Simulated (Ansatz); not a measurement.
Sb: one input, then a changed one

The cell is COD entry 9013008, as deposited and not checked against the literature; nothing was relaxed.

First run: DFT, LDA, all-electron LAPW, scalar-relativistic (Ansatz 0.2.0).

Command: `ansatz run input.yaml --threads 1 --pin off --max-ram 2048MiB --backend cpu --events-out ev --progress --plain --runs-dir out` The run took 13 s on 1 thread of AMD EPYC 7R43 64-Core Processor (Zen 3), on a shared host, peak memory 0.3 GiB.

```yaml
crystal:
  lattice:
    - [3.16, 0.0, 0.0]
    - [0.0, 3.16, 0.0]
    - [0.0, 0.0, 3.16]
  atoms:
    - { symbol: Sb, position: [0.0, 0.0, 0.0] }
kpoints:
  mp_grid: { grid: [13, 13, 13] }
  band_path:
    path:
      - [0.0, 0.0, 0.0]
      - [0.0, 0.5, 0.0]
      - [0.5, 0.5, 0.0]
      - [0.0, 0.0, 0.0]
      - [0.5, 0.5, 0.5]
      - [0.0, 0.5, 0.0]
      - [0.5, 0.5, 0.5]
      - [0.5, 0.5, 0.0]
    npoints: 5
scf:
  occupations: { method: fermi_dirac, width: 0.05 }
hamiltonian:
  xc: lda
  pseudopotentials: { kind: all_electron, lapw: { basis_error: 0.001 } }
output:
  forces: true
  stress: true
  eigenvalues: true
```

Result: converged; pressure -5.90 GPa; 6 SCF iterations.

Spin–orbit coupling is left out, though it moves levels of the heavy atoms by tenths of an eV or more.

A second input differs as follows:

```diff
@@ -1,7 +1,7 @@
 crystal:
   lattice:
-    - [3.16, 0.0, 0.0]
-    - [0.0, 3.16, 0.0]
-    - [0.0, 0.0, 3.16]
+    - [2.212, 0.0, 0.0]
+    - [0.0, 2.212, 0.0]
+    - [0.0, 0.0, 2.212]
   atoms:
     - { symbol: Sb, position: [0.0, 0.0, 0.0] }
@@ -21,4 +21,5 @@
 scf:
   occupations: { method: fermi_dirac, width: 0.05 }
+  max_iter: 100
 hamiltonian:
   xc: lda
```

Q: What is wrong with it, and what does the program do?

A: The fault is a lattice far too small. The run converged; pressure 551.2 GPa; 6 SCF iterations. The numbers describe a strongly squeezed or stretched cell, not the crystal at ambient pressure. The log ends:
```
  P = ⅓ Tr σ = 551.2029 GPa (5512.029 kbar)
--- Band table (eV; the first three rows and the last of 84) ---
  k-point 0: bands = ["-470.9766", "-470.9766", "-470.9766", "-470.9710", "-470.9710", "-104.5820", "-57.6514", "-57.6514", "-57.6514", "7.3389", "7.3389", "10.7596", "10.7596", "10.7596", "16.9461", "47.4619", "47.4619", "47.4619", "53.4808", "53.4808", "58.5541"]
  k-point 1: bands = ["-470.9766", "-470.9766", "-470.9766", "-470.9710", "-470.9710", "-104.5799", "-57.6714", "-57.6499", "-57.6499", "7.3524", "7.4626", "10.7008", "10.7008", "10.7645", "17.1558", "45.5133", "47.7401", "47.7401", "53.3275", "54.5209", "59.5609"]
  k-point 2: bands = ["-470.9766", "-470.9766", "-470.9766", "-470.9710", "-470.9710", "-104.5739", "-57.7264", "-57.6456", "-57.6456", "7.3900", "7.8028", "10.5398", "10.5398", "10.7781", "17.7964", "41.9987", "48.5465", "48.5465", "52.9001", "55.1844", "62.3855"]
  k-point 83: bands = ["-470.9766", "-470.9766", "-470.9766", "-470.9710", "-470.9710", "-104.4718", "-57.9266", "-57.9263", "-57.9263", "8.5131", "8.5241", "8.5241", "11.6172", "11.6172", "37.6080", "38.7190", "38.7190", "43.0253", "46.8153", "46.8153", "47.6359"]
```
